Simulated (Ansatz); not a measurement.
Density of states of ZnCu$_{2}$SnSe$_{4}$ (I-42m, a = 5.689 Å, b = 5.689 Å, c = 11.419 Å, α = 90.00°, β = 90.00°, γ = 90.00°), in states per eV and primitive cell, averaged over bins of 0.5 eV. Theory: Ansatz, DFT r2SCAN, scalar-relativistic, plane waves, PAW.

Settings: cutoff 500 eV, Γ-centred mesh 10×10×10 on the computed 8-atom cell, Gaussian smearing of 0.10 eV; no spin polarisation.

The cell is relaxed at this level. The states (both spins) are summed by tetrahedra on a 15×15×15 mesh at the self-consistent density. Energies are bin centres; the table starts no lower than −8 eV and ends at 6 eV, or lower where the solved bands end.

The gap is zero at this level, with almost no states at the Fermi level.

```tsv
E − E_F (eV)	total	Se 4p	Cu 3d	Zn 3d	Sn 5p	Cu 4s
-7.50	20.00	0.97	0.04	18.34	0.06	0.06
-7.00	0.00	0.00	0.00	0.00	0.00	0.00
-6.50	0.22	0.13	0.00	0.00	0.02	0.00
-6.00	4.19	2.69	0.14	0.04	0.24	0.20
-5.50	3.80	2.55	0.16	0.07	0.34	0.53
-5.00	3.97	2.69	0.33	0.09	0.42	0.27
-4.50	6.62	4.60	0.74	0.10	0.69	0.26
-4.00	9.89	6.61	2.32	0.07	0.49	0.14
-3.50	11.10	6.59	3.85	0.23	0.16	0.03
-3.00	4.20	2.66	1.21	0.13	0.07	0.01
-2.50	0.34	0.02	0.29	0.00	0.00	0.00
-2.00	18.18	0.98	16.49	0.02	0.22	0.05
-1.50	10.50	2.10	7.63	0.02	0.18	0.05
-1.00	6.46	2.29	3.65	0.02	0.09	0.05
-0.50	4.34	1.99	2.12	0.02	0.05	0.01
0.00	0.21	0.11	0.09	0.00	0.00	0.00
0.50	0.86	0.44	0.06	0.00	0.01	0.02
1.00	2.63	1.43	0.18	0.01	0.05	0.04
1.50	0.49	0.29	0.03	0.00	0.00	0.01
2.00	1.00	0.14	0.02	0.00	0.48	0.01
2.50	3.75	0.65	0.06	0.00	1.52	0.10
3.00	4.86	0.93	0.06	0.00	2.03	0.34
3.50	3.98	0.93	0.05	0.00	1.29	0.26
4.00	3.72	0.82	0.03	0.00	0.65	0.46
4.50	3.37	0.52	0.02	0.00	0.24	0.65
5.00	4.51	0.47	0.02	0.00	0.25	0.64
5.50	5.51	0.43	0.03	0.00	0.23	0.47
```

The columns after the total are the main Löwdin projections on the occupied valence shells of the potentials; 3 others are left out. The rest of the total lies in those, in shells that are empty in the free atom, which aren't projected, and between the atoms.

A ferromagnetic start lost its moments in a first run, so spin was left out; other magnetic orders weren't tried.

Cost: 1 run of about 11 core-minutes, on Intel Xeon 6975P-C (Granite Rapids) (shared hosts).